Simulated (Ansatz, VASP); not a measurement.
# MgO: VASP beside Ansatz

```xyz
2
Lattice="0.0000 2.1351 2.1351 1.8149 0.0000 2.1351 1.8149 2.1351 0.0000" Properties=species:S:1:pos:R:3 pbc="T T T"
Mg    0.0000    0.0000    0.0000
O     1.8149    2.1351    2.1351
```

Change from the starting cell: strain -0.1500 x Voigt [1, 0, 0, 0, 0, 0], atoms carried along.

Alike in both runs: task single point; functional r2SCAN; k mesh 10 × 10 × 10; occupations gaussian, width 0.05 eV; no spin polarisation.

```csv
,VASP,Ansatz
version,VASP 6.6.1,Ansatz 0.2.0
potentials or method,"VASP PAW PBE potentials, release 64 (Mg, O)","scalar-relativistic, plane waves, PAW"
plane-wave cutoff (eV),520,500
valence electrons in the cell,8,16
```

```tsv
	VASP	Ansatz	Ansatz less VASP
gap on the k mesh at the Fermi level (eV)	6.50	6.52	+0.021
least direct gap on the mesh (eV)	6.50	6.52	+0.021
pressure (GPa)	37.9	38.3	+0.44
largest component of the traceless stress (GPa)	58.40	57.13	-1.267
```

The functional is the same, so the differences come from potentials, cutoffs and numerics. The two sets of potentials don't hold the same shells in valence.

Caveats: so large a pressure means that the cell lies far from this level's equilibrium, or that cutoff or potentials fall short (VASP); the potentials were made for another functional, which shifts forces and pressure (VASP).
